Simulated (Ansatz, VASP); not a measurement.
**One calculation of BiTe, two programs**

```
Bi Te
1.0
     2.42271    1.39875    3.31729
    -2.42271    1.39875    3.31729
     0.00000   -2.79750    3.31729
Bi Te
1 1
Direct
  0.50000 0.50000 0.50000
  0.00000 0.00000 0.00000
```

The cell comes from a database or a generator and needn't be the stable form of this composition.

Alike in both runs: task single point; functional r2SCAN; k mesh 6 × 6 × 6; occupations gaussian, width 0.1 eV; no spin polarisation.

|  | VASP | Ansatz |
| --- | --- | --- |
| version | VASP 6.6.1 | Ansatz 0.2.0 |
| potentials or method | VASP PAW PBE potentials, release 64 (Bi_d, Te) | scalar-relativistic, plane waves, PAW |
| plane-wave cutoff (eV) | 520 | 500 |
| valence electrons in the cell | 21 | 31 |

|  | VASP | Ansatz | Ansatz less VASP |
| --- | --- | --- | --- |
| gap on the k mesh at the Fermi level (eV) | none | none | - |
| pressure (GPa) | -0.8 | -0.8 | +0.03 |

A gap of «none» marks a metal or a gap that the smearing closes. The functional is the same, so the differences come from potentials, cutoffs and numerics. The two sets of potentials don't hold the same shells in valence.

Caveats: the PAW data sets were made with another functional, which shifts forces and pressure a little (VASP); spin-orbit coupling is left out, which moves the levels of the heavy elements.
